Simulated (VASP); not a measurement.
# AlN (Cmc2_1) in VASP: settings compared, part 2 of 2

VASP 6.6.1. The steps go on from the part before.

**3. Band structure, PBE**

This run uses another cell than the first one, of 10.66 Å³/atom, 1.002 times its volume.

Contents of INCAR:

```
SYSTEM = AlN
ALGO = Fast ; EDIFF = 1E-6
ENCUT = 520 ; GGA = PE
ISIF = 2 ; ISMEAR = 0
KPAR = 8 ; LASPH = .TRUE.
LCHARG = .FALSE. ; LREAL = .FALSE.
LWAVE = .FALSE. ; NELM = 60
PREC = Accurate ; SIGMA = 0.02
```

Contents of KPOINTS:

```
k-points
0
G
  8 5 5
  0 0 0
```

Contents of POSCAR:

```
AlN                                     
1.0
    3.1179847954      0.0000000000      0.0000000000
    0.0000000000      5.0511353685      0.0000000000
    0.0000000000      0.0000000000      5.4136602957
  Al              N             
     4     4
Direct
     0.0000000000000000    0.0009521955482532    0.3334629955419193
     0.5000000000000000    0.0009521955482532    0.8334629955419194
     0.5000000000000000    0.5009521955482532    0.1665370044580807
     0.0000000000000000    0.5009521955482532    0.6665370044580806
     1.0000000000000000    0.6210478044517467    0.3334904335549495
     0.5000000000000000    0.6210478044517467    0.8334904335549496
     0.5000000000000000    0.1210478044517467    0.1665095664450505
     1.0000000000000000    0.1210478044517467    0.6665095664450504
```

Contents of KPOINTS_OPT:

```
path GXSYGZURTZ,YT,UX,SR
15
line-mode
reciprocal
 0.0000000000  0.0000000000  0.0000000000  G
 0.5000000000  0.0000000000  0.0000000000  X

 0.5000000000  0.0000000000  0.0000000000  X
 0.5000000000  0.5000000000  0.0000000000  S

 0.5000000000  0.5000000000  0.0000000000  S
 0.0000000000  0.5000000000  0.0000000000  Y

 0.0000000000  0.5000000000  0.0000000000  Y
 0.0000000000  0.0000000000  0.0000000000  G

 0.0000000000  0.0000000000  0.0000000000  G
 0.0000000000  0.0000000000  0.5000000000  Z

 0.0000000000  0.0000000000  0.5000000000  Z
 0.5000000000  0.0000000000  0.5000000000  U

 0.5000000000  0.0000000000  0.5000000000  U
 0.5000000000  0.5000000000  0.5000000000  R

 0.5000000000  0.5000000000  0.5000000000  R
 0.0000000000  0.5000000000  0.5000000000  T

 0.0000000000  0.5000000000  0.5000000000  T
 0.0000000000  0.0000000000  0.5000000000  Z

 0.0000000000  0.5000000000  0.0000000000  Y
 0.0000000000  0.5000000000  0.5000000000  T

 0.5000000000  0.0000000000  0.5000000000  U
 0.5000000000  0.0000000000  0.0000000000  X

 0.5000000000  0.5000000000  0.0000000000  S
 0.5000000000  0.5000000000  0.5000000000  R
```

Potentials or basis: VASP PAW PBE potentials, release 64 (Al, N).

The run is started by

```console
$ cat potpaw_PBE.64/Al/POTCAR potpaw_PBE.64/N/POTCAR > POTCAR
$ mpirun -np 8 vasp_std > vasp.out
```

OUTCAR:

```text
SYSTEM = AlN
   EDIFF = 1E-6
   ENCUT = 520
   GGA = PE
   ISIF = 2
   ISMEAR = 0
   LASPH = .TRUE.
   LREAL = .FALSE.
   NELM = 60
   PREC = Accurate

 ion  position               nearest neighbor table
   1  0.000  0.001  0.333-   7 1.90   7 1.90   8 1.90   5 1.92   3 3.10   3 3.10   3 3.10   3 3.10
                             4 3.10   4 3.10   2 3.12   2 3.12   2 3.12   2 3.12
   2  0.500  0.001  0.833-   8 1.90   8 1.90   7 1.90   6 1.92   4 3.10   4 3.10   4 3.10   4 3.10
                             3 3.10   3 3.10   1 3.12   1 3.12   1 3.12   1 3.12
   3  0.500  0.501  0.167-   5 1.90   5 1.90   6 1.90   7 1.92   1 3.10   1 3.10   1 3.10   1 3.10
[... 817 lines left out ...]
  Total        0.4047963     -1.1021147      0.0724057      0.0000000      0.0000000      0.0000000
  in kB        7.6066440    -20.7101571      1.3605956      0.0000000      0.0000000      0.0000000
  external PRESSURE =      -3.9143058 kB  Pullay stress =       0.0000000 kB

 VOLUME and BASIS-vectors are now :
 -----------------------------------------------------------------------------
  energy-cutoff  :      520.00
  volume of cell :       85.26
      direct lattice vectors                 reciprocal lattice vectors
     3.117984795  0.000000000  0.000000000     0.320719973  0.000000000  0.000000000
     0.000000000  5.051135368  0.000000000     0.000000000  0.197975292  0.000000000
     0.000000000  0.000000000  5.413660296     0.000000000  0.000000000  0.184717907

 POSITION                                       TOTAL-FORCE (eV/Angst)
 -----------------------------------------------------------------------------------
      0.00000      0.00481      1.80526        -0.000000      0.000026     -0.000825
      1.55899      0.00481      4.51209         0.000000      0.000026     -0.000825
      1.55899      2.53038      0.90157         0.000000      0.000026      0.000825
      0.00000      2.53038      3.60840        -0.000000      0.000026      0.000825
      0.00000      3.13700      1.80540        -0.000000     -0.000026      0.002424
      1.55899      3.13700      4.51223        -0.000000     -0.000026      0.002424
      1.55899      0.61143      0.90143         0.000000     -0.000026     -0.002424
      0.00000      0.61143      3.60826        -0.000000     -0.000026     -0.002424
 -----------------------------------------------------------------------------------
    total drift:                                0.000000     -0.001657      0.000002

  FREE ENERGIE OF THE ION-ELECTRON SYSTEM (eV)
  ---------------------------------------------------
  free  energy   TOTEN  =       -59.5565871609 eV

  energy  without entropy=      -59.5565871609  energy(sigma->0) =      -59.55658716
```

OSZICAR:

```text
N       E                     dE             d eps       ncg     rms          rms(c)
DAV:   1     0.130804638340E+03    0.13080E+03   -0.15153E+04  1890   0.137E+03
DAV:   2    -0.583518187277E+02   -0.18916E+03   -0.18117E+03  2663   0.263E+02
DAV:   3    -0.687874377653E+02   -0.10436E+02   -0.10397E+02  2335   0.691E+01
[... 45 lines left out ...]
       N       E                     dE             ncg
DAV:   1     0.878531883037E+04   -0.37260E+05     1890
DAV:   2     0.142332146083E+04   -0.73620E+04     2658
DAV:   3     0.101951954384E+04   -0.40380E+03     2325
DAV:   4     0.101440291578E+04   -0.51166E+01     2115
DAV:   5     0.101430113003E+04   -0.10179E+00     2274
DAV:   6     0.101429780306E+04   -0.33270E-02     2173
DAV:   7     0.101429767070E+04   -0.13236E-03     2279
DAV:   8     0.101429766516E+04   -0.55390E-05     1654
DAV:   9     0.101429766468E+04   -0.47698E-06     1390
```

Wall time 31 s (8 MPI ranks of Intel Xeon Platinum 8488C (Sapphire Rapids), shared host); peak memory 0.27 GiB.

What came out:

| Quantity | Value |
| --- | --- |
| Free energy | -59.5566 eV |
| Pressure | -0.4 GPa |
| Band gap on the k mesh | 4.08 eV |
| Band gap along the path | 4.08 eV |

Forces in eV/Å, atoms in the order of the input:
```
Al   0.000  0.000 -0.001
Al   0.000  0.000 -0.001
Al   0.000  0.000  0.001
Al   0.000  0.000  0.001
N    0.000  0.000  0.002
N    0.000  0.000  0.002
N    0.000  0.000 -0.002
N    0.000  0.000 -0.002
```

Stress tensor (GPa, compression positive):
```
 0.76  0.00  0.00
 0.00 -2.07  0.00
 0.00  0.00  0.14
```

Levels at the corners of the path, in eV from the valence-band top:
```csv
point,band 14,band 15,band 16,band 17,band 18,band 19
Γ,-0.13,-0.12,0.00,4.08,5.75,5.87
X,-1.73,-1.37,-1.37,5.71,5.71,7.82
X,-1.73,-1.37,-1.37,5.71,5.71,7.82
S,-0.94,-0.94,-0.94,6.57,6.57,6.57
S,-0.94,-0.94,-0.94,6.57,6.57,6.57
Y,-0.45,-0.43,-0.43,5.27,5.27,6.38
Y,-0.45,-0.43,-0.43,5.27,5.27,6.38
Γ,-0.13,-0.12,0.00,4.08,5.75,5.87
Γ,-0.13,-0.12,0.00,4.08,5.75,5.87
Z,-0.41,-0.33,-0.33,6.10,6.10,7.61
Z,-0.41,-0.33,-0.33,6.10,6.10,7.61
U,-1.70,-0.63,-0.63,5.74,5.74,5.84
U,-1.70,-0.63,-0.63,5.74,5.74,5.84
R,-1.32,-1.32,-1.32,5.26,5.26,5.26
R,-1.32,-1.32,-1.32,5.26,5.26,5.26
T,-0.92,-0.92,-0.92,6.49,6.49,6.49
T,-0.92,-0.92,-0.92,6.49,6.49,6.49
Z,-0.41,-0.33,-0.33,6.10,6.10,7.61
Y,-0.45,-0.43,-0.43,5.27,5.27,6.38
T,-0.92,-0.92,-0.92,6.49,6.49,6.49
U,-1.70,-0.63,-0.63,5.74,5.74,5.84
X,-1.73,-1.37,-1.37,5.71,5.71,7.82
S,-0.94,-0.94,-0.94,6.57,6.57,6.57
R,-1.32,-1.32,-1.32,5.26,5.26,5.26
```

**4. Band structure, PBE, non-collinear spin, zero start, spin-orbit coupling**

This run uses another cell than the first one, of 10.66 Å³/atom, 1.002 times its volume.

Contents of INCAR:

```
SYSTEM = AlN
ALGO = Fast ; EDIFF = 1E-6
ENCUT = 520 ; GGA = PE
GGA_COMPAT = .FALSE. ; ISIF = 2
ISMEAR = 0 ; KPAR = 8
LASPH = .TRUE. ; LCHARG = .FALSE.
LORBIT = 11 ; LREAL = .FALSE.
LSORBIT = .TRUE. ; LWAVE = .FALSE.
MAGMOM = 0 0 0 0 0 0 0 0 0 0 0 0 0 0 0 0 0 0 0 0 0 0 0 0 ; NELM = 60
PREC = Accurate ; SIGMA = 0.02
```

KPOINTS is that of step 3.

POSCAR is that of step 3.

KPOINTS_OPT is that of step 3.

Potentials or basis: VASP PAW PBE potentials, release 64 (Al, N).

The run is started by

```console
$ cat potpaw_PBE.64/Al/POTCAR potpaw_PBE.64/N/POTCAR > POTCAR
$ mpirun -np 8 vasp_ncl > vasp.out
```

OUTCAR:

```text
SYSTEM = AlN
   EDIFF = 1E-6
   ENCUT = 520
   GGA = PE
   ISIF = 2
   ISMEAR = 0
   LASPH = .TRUE.
   LORBIT = 11
   LREAL = .FALSE.
   LSORBIT = .TRUE.
   NELM = 60
   PREC = Accurate

 ion  position               nearest neighbor table
   1  0.000  0.001  0.333-   7 1.90   7 1.90   8 1.90   5 1.92   3 3.10   3 3.10   3 3.10   3 3.10
                             4 3.10   4 3.10   2 3.12   2 3.12   2 3.12   2 3.12
   2  0.500  0.001  0.833-   8 1.90   8 1.90   7 1.90   6 1.92   4 3.10   4 3.10   4 3.10   4 3.10
                             3 3.10   3 3.10   1 3.12   1 3.12   1 3.12   1 3.12
   3  0.500  0.501  0.167-   5 1.90   5 1.90   6 1.90   7 1.92   1 3.10   1 3.10   1 3.10   1 3.10
                             2 3.10   2 3.10   4 3.12   4 3.12   4 3.12   4 3.12
   4  0.000  0.501  0.667-   6 1.90   6 1.90   5 1.90   8 1.92   2 3.10   2 3.10   2 3.10   2 3.10
                             1 3.10   1 3.10   3 3.12   3 3.12   3 3.12   3 3.12
   5  0.000  0.621  0.333-   3 1.90   3 1.90   4 1.90   1 1.92
   6  0.500  0.621  0.833-   4 1.90   4 1.90   3 1.90   2 1.92
   7  0.500  0.121  0.167-   1 1.90   1 1.90   2 1.90   3 1.92
   8  0.000  0.121  0.667-   2 1.90   2 1.90   1 1.90   4 1.92

  LATTYP: Found a simple orthorhombic cell.
 ALAT       =     3.1179847954
 B/A-ratio  =     1.6200000000
 C/A-ratio  =     1.7362689849

  Lattice vectors:

 A1 = (   3.1179847954,   0.0000000000,   0.0000000000)
 A2 = (   0.0000000000,   5.0511353685,   0.0000000000)
 A3 = (   0.0000000000,   0.0000000000,   5.4136602957)

Analysis of symmetry for initial positions (statically):
=====================================================================
 Subroutine PRICEL returns following result:

  LATTYP: Found a base centered orthorhombic cell.
 ALAT       =     3.1179847954
 B/A-ratio  =     1.7362689849
 C/A-ratio  =     1.6200000000
[... 12 lines left out ...]
 Subroutine GETGRP returns: Found  4 space group operations
 (whereof  2 operations were pure point group operations)
 out of a pool of  8 trial point group operations.

The static configuration has the point symmetry C_1h.
 The point group associated with its full space group is C_2v.

Analysis of symmetry for dynamics (positions and initial velocities):
=====================================================================
 Subroutine PRICEL returns following result:

  LATTYP: Found a base centered orthorhombic cell.
 ALAT       =     3.1179847954
 B/A-ratio  =     1.7362689849
 C/A-ratio  =     1.6200000000
[... 12 lines left out ...]
 Subroutine GETGRP returns: Found  4 space group operations
 (whereof  2 operations were pure point group operations)
 out of a pool of  8 trial point group operations.

The dynamic configuration has the point symmetry C_1h.
 The point group associated with its full space group is C_2v.

Analysis of structural, dynamic, and magnetic symmetry:
=====================================================================
 Subroutine PRICEL returns following result:

  LATTYP: Found a base centered orthorhombic cell.
 ALAT       =     3.1179847954
 B/A-ratio  =     1.7362689849
 C/A-ratio  =     1.6200000000
[... 12 lines left out ...]
 Subroutine GETGRP returns: Found  4 space group operations
 (whereof  2 operations were pure point group operations)
 out of a pool of  8 trial point group operations.

The overall configuration has the point symmetry C_1h.
 The point group associated with its full space group is C_2v.
[... 1252 lines left out ...]
  -------------------------------------------------------------------------------------
  Total        0.3924208     -1.1145332      0.0599610      0.0000000      0.0000000      0.0000000
  in kB        7.3740931    -20.9435155      1.1267445      0.0000000      0.0000000      0.0000000
  external PRESSURE =      -4.1475593 kB  Pullay stress =       0.0000000 kB

 VOLUME and BASIS-vectors are now :
 -----------------------------------------------------------------------------
  energy-cutoff  :      520.00
  volume of cell :       85.26
      direct lattice vectors                 reciprocal lattice vectors
     3.117984795  0.000000000  0.000000000     0.320719973  0.000000000  0.000000000
     0.000000000  5.051135368  0.000000000     0.000000000  0.197975292  0.000000000
     0.000000000  0.000000000  5.413660296     0.000000000  0.000000000  0.184717907

 POSITION                                       TOTAL-FORCE (eV/Angst)
 -----------------------------------------------------------------------------------
      0.00000      0.00481      1.80526        -0.000000      0.000041     -0.000827
      1.55899      0.00481      4.51209        -0.000000      0.000041     -0.000827
      1.55899      2.53038      0.90157        -0.000000      0.000041      0.000827
      0.00000      2.53038      3.60840        -0.000000      0.000041      0.000827
      0.00000      3.13700      1.80540        -0.000000     -0.000041      0.002418
      1.55899      3.13700      4.51223         0.000000     -0.000041      0.002418
      1.55899      0.61143      0.90143         0.000000     -0.000041     -0.002418
      0.00000      0.61143      3.60826        -0.000000     -0.000041     -0.002418
 -----------------------------------------------------------------------------------
    total drift:                                0.000000     -0.001931     -0.000000

  FREE ENERGIE OF THE ION-ELECTRON SYSTEM (eV)
  ---------------------------------------------------
  free  energy   TOTEN  =       -59.5568987562 eV

  energy  without entropy=      -59.5568987562  energy(sigma->0) =      -59.55689876

 Spin-Orbit-Coupling matrix elements

 Ion:    1  E_soc:     -0.0001000
 l=   1
     0.0000000    -0.0000165    -0.0000165
    -0.0000165     0.0000000    -0.0000169
    -0.0000165    -0.0000169     0.0000000
 l=   2
     0.0000000     0.0000000     0.0000000     0.0000000     0.0000000
     0.0000000     0.0000000     0.0000000     0.0000000     0.0000000
     0.0000000     0.0000000     0.0000000     0.0000000     0.0000000
     0.0000000     0.0000000     0.0000000     0.0000000     0.0000000
     0.0000000     0.0000000     0.0000000     0.0000000     0.0000000
 l=   3
     0.0000000     0.0000000     0.0000000     0.0000000     0.0000000     0.0000000     0.0000000
     0.0000000     0.0000000     0.0000000     0.0000000     0.0000000     0.0000000     0.0000000
     0.0000000     0.0000000     0.0000000     0.0000000     0.0000000     0.0000000     0.0000000
     0.0000000     0.0000000     0.0000000     0.0000000     0.0000000     0.0000000     0.0000000
[... 129 lines left out ...]
 l=   2
     0.0000000     0.0000000     0.0000000     0.0000000     0.0000000
     0.0000000     0.0000000     0.0000000     0.0000000     0.0000000
     0.0000000     0.0000000     0.0000000     0.0000000     0.0000000
     0.0000000     0.0000000     0.0000000     0.0000000     0.0000000
     0.0000000     0.0000000     0.0000000     0.0000000     0.0000000
 l=   3
     0.0000000     0.0000000     0.0000000     0.0000000     0.0000000     0.0000000     0.0000000
     0.0000000     0.0000000     0.0000000     0.0000000     0.0000000     0.0000000     0.0000000
     0.0000000     0.0000000     0.0000000     0.0000000     0.0000000     0.0000000     0.0000000
     0.0000000     0.0000000     0.0000000     0.0000000     0.0000000     0.0000000     0.0000000
     0.0000000     0.0000000     0.0000000     0.0000000     0.0000000     0.0000000     0.0000000
     0.0000000     0.0000000     0.0000000     0.0000000     0.0000000     0.0000000     0.0000000
     0.0000000     0.0000000     0.0000000     0.0000000     0.0000000     0.0000000     0.0000000

 total charge

# of ion       s       p       d       tot
------------------------------------------
    1        0.366   0.430   0.000   0.796
    2        0.366   0.430   0.000   0.796
    3        0.366   0.430   0.000   0.796
    4        0.366   0.430   0.000   0.796
    5        1.222   2.625   0.000   3.846
    6        1.222   2.625   0.000   3.846
    7        1.222   2.625   0.000   3.846
    8        1.222   2.625   0.000   3.846
--------------------------------------------------
tot          6.350  12.221   0.000  18.571

 magnetization (x)

# of ion       s       p       d       tot
------------------------------------------
    1       -0.000   0.000   0.000   0.000
    2       -0.000   0.000   0.000   0.000
    3        0.000  -0.000   0.000  -0.000
    4        0.000  -0.000   0.000  -0.000
    5        0.000   0.000   0.000   0.000
    6        0.000   0.000   0.000   0.000
    7       -0.000  -0.000   0.000  -0.000
    8       -0.000  -0.000   0.000  -0.000
--------------------------------------------------
tot          0.000   0.000   0.000   0.000

 magnetization (y)

# of ion       s       p       d       tot
------------------------------------------
    1        0.000   0.000   0.000   0.000
    2        0.000   0.000   0.000   0.000
    3        0.000   0.000   0.000   0.000
    4        0.000   0.000   0.000   0.000
    5        0.000   0.000   0.000   0.000
    6        0.000   0.000   0.000   0.000
    7        0.000   0.000   0.000   0.000
    8        0.000   0.000   0.000   0.000
--------------------------------------------------
tot          0.000   0.000   0.000   0.000

 magnetization (z)

# of ion       s       p       d       tot
------------------------------------------
    1        0.000  -0.000   0.000  -0.000
    2        0.000  -0.000   0.000  -0.000
    3        0.000   0.000   0.000   0.000
    4        0.000   0.000   0.000   0.000
    5        0.000  -0.000   0.000  -0.000
    6        0.000  -0.000   0.000  -0.000
    7        0.000  -0.000   0.000  -0.000
    8        0.000   0.000   0.000   0.000
--------------------------------------------------
tot          0.000  -0.000   0.000  -0.000
```

It took 3.1 min on 8 MPI ranks of Intel Xeon Platinum 8488C (Sapphire Rapids), shared host; peak memory 0.79 GiB.

What came out:

```yaml
Free_energy: -59.5569 eV
Pressure: -0.4 GPa
Net_moment: 0.00 μB per cell
Valence_electrons_inside_the_program's_atomic_spheres: Al 0.80; N 3.85
```

Forces on the atoms (eV/Å):
```
Al   0.000  0.000 -0.001
Al   0.000  0.000 -0.001
Al   0.000  0.000  0.001
Al   0.000  0.000  0.001
N    0.000  0.000  0.002
N    0.000  0.000  0.002
N    0.000  0.000 -0.002
N    0.000  0.000 -0.002
```

Stress tensor (GPa, compression positive):
```
 0.74  0.00  0.00
 0.00 -2.09  0.00
 0.00  0.00  0.11
```

Moments on the atoms (μB; x, y, z):
```
Al  0.00 0.00 0.00
Al  0.00 0.00 0.00
Al  0.00 0.00 0.00
Al  0.00 0.00 0.00
N   0.00 0.00 0.00
N   0.00 0.00 0.00
N   0.00 0.00 0.00
N   0.00 0.00 0.00
```

**5. The runs side by side**

| level | potentials or basis | spin | cell | further INCAR settings | gap on the mesh (eV) | pressure (GPa) |
| --- | --- | --- | --- | --- | --- | --- |
| LDA | VASP PAW LDA potentials, release 64 (Al, N) | off | Cmc2_1, 10.63 Å³/atom | ALGO = Normal; EDIFF = 1e-06 | 4.03 | - |
| PBE | VASP PAW PBE potentials, release 64 (Al, N) | off | Cmc2_1, 10.66 Å³/atom | ALGO = Fast; EDIFF = 1e-06 | 4.08 | -0.4 |
| PBE | VASP PAW PBE potentials, release 64 (Al, N) | non-collinear, zero start, SOC | Cmc2_1, 10.66 Å³/atom | ALGO = Fast; EDIFF = 1e-06 | - | -0.4 |

Alike in all rows: task band structure; k mesh 8 × 5 × 5; cutoff (eV) 520; smearing gaussian 0.02 eV.

Absolute energies hang on the potentials; compare differences alone.
